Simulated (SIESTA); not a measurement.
GaP:

```
Ga P
1.0
     0.00000    2.72525    2.72525
     2.72525    0.00000    2.72525
     2.72525    2.72525    0.00000
Ga P
1 1
Direct
  0.00000 0.00000 0.00000
  0.75000 0.75000 0.75000
```

Base run:

```yaml
Program: SIESTA 5.4.2
Functional: PBE
Potentials_or_basis: PseudoDojo 0.4 standard (PBE files)
Basis: DZP (energy shift 0.002 Ry; radii capped at 9.5 bohr)
Grid_cutoff: 800 Ry
Energy_shift: 0.002 Ry
k_mesh: 8 × 8 × 8
Occupations: fermi-dirac, width 0.05 eV
Spin: no spin polarisation
```

Its results: band gap on the k mesh 1.63 eV, indirect (least direct gap 1.99 eV); pressure 3.7 GPa.

Problem. The run is repeated on the same cell with these changes: functional from PBE to OLYP. What comes out?

Solution. Band gap on the k mesh 1.89 eV, indirect (least direct gap 2.27 eV); pressure 4.6 GPa.

OLYP binds less tightly than PBE, so the same cell stands under more pressure.

Caveats: semicore shells carry a single zeta, which can move pressures by several GPa and volumes by a few percent; the basis of atomic orbitals isn't converged, which shifts pressures, moduli and gaps; the potentials were made for another functional, which shifts forces and pressure (some runs).
